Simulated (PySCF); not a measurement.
Predicted microwave data (PySCF 2.14.0, PBE0-D3(BJ)/def2-SVP geometry optimisation, gas phase) for one isomer of C5H8:

| Item | Value |
| --- | --- |
| Rotational constants | A = 8560, B = 4171, C = 2854 MHz |
| Dipole components | \|μa\| = 0.03 D, \|μb\| = 0.28 D, \|μc\| = 0.00 D |
| Inertial defect | -3.16 u·Å² |
| κ | -0.54 |

Question: Which candidate fits, each taken in the one conformer that was computed?
A. spiropentane, `C1C2(C1)CC2`
B. `[CH2:1]=[CH:2][CH2:3][CH:4]=[CH2:5]` with C1–C2–C3–C4 116°, C2–C3–C4–C5 117°
C. `[CH2:1]=[CH:2][C:3](=[CH2:4])[CH3:5]` with C1–C2–C3–C4 180°

Answer: C. It is C=CC(=C)C, an asymmetric top, point group Cs. The candidates at the same level (rigid rotor, commonest isotopes):

```
   SMILES  A (MHz)  B (MHz)  C (MHz)  μa (D)  μb (D)  μc (D)  Δ (u·Å²)  point group                        rotor
C=CC(=C)C     8560     4171     2854    0.03    0.28    0.00     -3.16           Cs               asymmetric top
  C=CCC=C    19576     2359     2342    0.00    0.11    0.00    -24.31           C2  near-prolate asymmetric top
C1CC12CC2    10642     4190     4189    0.00    0.00    0.00    -47.48          D2d        prolate symmetric top
```

`C=CCC=C` has A 129 % too high; `C1CC12CC2` has C 47 % too high. In the right answer the mirror of this Cs structure is the ab plane, so μc vanishes by symmetry. No structure here is proved a minimum.
